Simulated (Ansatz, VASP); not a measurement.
# One calculation of InSb, two programs

File INCAR:

```
  PREC = Accurate
  ENCUT = 520
  EDIFF = 1E-7
  ISMEAR = -1
  SIGMA = 0.05
  LREAL = F
  LASPH = T
  NELM = 80
  ALGO = Normal
  ISIF = 2
  LWAVE = F
  LCHARG = T
  GGA = PS
  LELF = T
  LVHAR = T
  NBANDS = 16
```

The input KPOINTS:

```
regular mesh
0
Gamma
  9 9 9
```

The input POSCAR:

```
InSb
1.0
    0.0000000000      3.3026278931      3.3026278931
    3.3026278931      0.0000000000      3.3026278931
    3.3026278931      3.3026278931      0.0000000000
In Sb
1 1
Direct
    0.0000000000      0.0000000000      0.0000000000
    0.7500000000      0.7500000000      0.7500000000
```

Input for Ansatz:

```yaml
crystal:
  lattice:
    - [0.0, 3.3026278931, 3.3026278931]
    - [3.3026278931, 0.0, 3.3026278931]
    - [3.3026278931, 3.3026278931, 0.0]
  atoms:
    - { symbol: In, position: [0.0, 0.0, 0.0] }
    - { symbol: Sb, position: [0.75, 0.75, 0.75] }
kpoints:
  mp_grid: { grid: [9, 9, 9] }
  band_path:
    path:
      - [0.0, 0.0, 0.0]
      - [-0.5, -0.5, 0.0]
      - [-0.375, -0.375, 0.25]
      - [-0.375, 0.0, 0.375]
      - [0.0, 0.0, 0.0]
      - [0.0, 0.0, 0.5]
      - [-0.5, -0.25, 0.25]
      - [-0.5, -0.5, 0.0]
    npoints: 5
scf:
  occupations: { method: fermi_dirac, width: 0.05 }
hamiltonian:
  xc: pbesol
  pseudopotentials: { kind: all_electron, lapw: { basis_error: 0.00025 } }
output:
  forces: true
  stress: true
  eigenvalues: true
```

Change from the starting cell: volume scaled by 1.06.

Alike in both runs: task single point; functional PBEsol; k mesh 9 × 9 × 9; occupations fermi-dirac, width 0.05 eV; no spin polarisation.

|  | VASP | Ansatz |
| --- | --- | --- |
| version | VASP 6.6.1 | Ansatz 0.2.0 |
| potentials or method | VASP PAW PBE potentials, release 64 (In_d, Sb) | all-electron LAPW, scalar-relativistic |
| plane-wave cutoff (eV) | 520 | see its input |

```csv
,VASP,Ansatz,Ansatz less VASP
pressure (GPa),-1.5,-1.5,-0.01
```

Ansatz ran all-electron here, so the differences hold the error of VASP's frozen core and of both bases.

Caveats: the PAW data sets were made with another functional, which shifts forces and pressure a little (VASP). Spin-orbit coupling is left out, which matters for the levels of Sb.
